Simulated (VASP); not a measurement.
Input of a VASP 6.6.1 run:

The input INCAR:

```
  ALGO = Normal
  EDIFF = 1E-7
  EDIFFG = -0.005
  ENCUT = 600
  GGA = PE
  IBRION = 2
  ISIF = 3
  ISMEAR = 0
  LASPH = T
  LCHARG = F
  LREAL = F
  LWAVE = F
  NELM = 80
  NSW = 90
  PREC = Accurate
  SIGMA = 0.03
```

KPOINTS

```
k-points
0
Gamma
  14 14 14
```

The input POSCAR:

```
C                                       
1.0
   -0.0000000000      1.7858054497      1.7858054497
    1.7858054497     -0.0000000000      1.7858054497
    1.7858054497      1.7858054497      0.0000000000
  C             
     2
Direct
     0.0000000000000000    0.0000000000000000    0.0000000000000000
     0.2500000000000000    0.2500000000000000    0.2500000000000000
```

Potentials or basis: VASP PAW PBE potentials, release 64 (C).

Run with:

```bash
$ cat potpaw_PBE.64/C/POTCAR > POTCAR
$ mpirun -np 1 vasp_std > vasp.out
```

(1) Estimate the band gap on the k mesh.

## Answers

(1) 4.12 eV, indirect (least direct gap 5.58 eV).

Caveat: the relaxation stopped at its first step, so nothing moved.
